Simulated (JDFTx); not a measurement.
Runs of JDFTx 1.7.0 (patched build) on SnSe2. Symmetry: P-3m1, No. 164, trigonal system. Conventional cell: a = 3.811 Å, b = 3.811 Å, c = 6.136 Å, α = 90.00°, β = 90.00°, γ = 120.00°. Around Sn (site symmetry -3m) lie 6 Se at 2.68 Å. Se (site symmetry 3m) is surrounded by 3 Sn at 2.68 Å. 

```csv
task,level,potentials or basis,k mesh,smearing,local potential set to -Z/r beyond,max SCF steps,SCF threshold on the energy,solver of the electrons,pseudo rcut,mesh quality,gap on the mesh (eV),pressure (GPa),largest force (eV/Å)
single point,PBEsol,PseudoDojo-SR-PBEsol-0.4.1-standard with smoothed tails,8 × 8 × 5,gaussian 0.02 eV,6 bohr,100,1e-09 Ha,scf,6,not flagged,0.72,2.7,0.63
single point,PBE,PseudoDojo-SR-PBE-0.5-standard,5 × 5 × 3,fermi-dirac 0.05 eV,-,100,1e-09 Ha,scf,-,coarse,(b),5.9,0.77
single point,PBE,PseudoDojo-SR-PBE-0.5-standard,8 × 8 × 5,fermi-dirac 0.05 eV,-,100,1e-09 Ha,scf,-,not flagged,(a),5.7,0.82
single point,PBEsol,PseudoDojo-SR-PBEsol-0.4.1-standard with smoothed tails,8 × 8 × 5,fermi-dirac 0.05 eV,6 bohr,100,1e-09 Ha,scf,6,not flagged,0.72,2.7,0.63
single point,LDA,PseudoDojo-SR-LDA-0.4.1-standard,5 × 5 × 3,fermi-dirac 0.05 eV,-,100,1e-09 Ha,scf,-,coarse,0.63,(c),0.45
```

Alike in all rows: no spin polarisation; cell as given; cutoff (eV) 1170.

**Question.** Fill in the values left out.

**Answer.** (a) 0.79; (b) 0.77; (c) 1.0.

Caveats: spin-orbit coupling is left out, which moves the levels of the heavy elements; an odd mesh through Γ misses points on the zone boundary, where band edges often lie; this functional lacks dispersion, which binds the layers, so the pressure and a relaxed spacing across them are unreliable (some runs); the empty levels aren't tightly converged (some runs).

A k mesh can miss the band edges, and the runs leave out spin-orbit coupling on Se, Sn.

Not every run made on this cell is shown here.
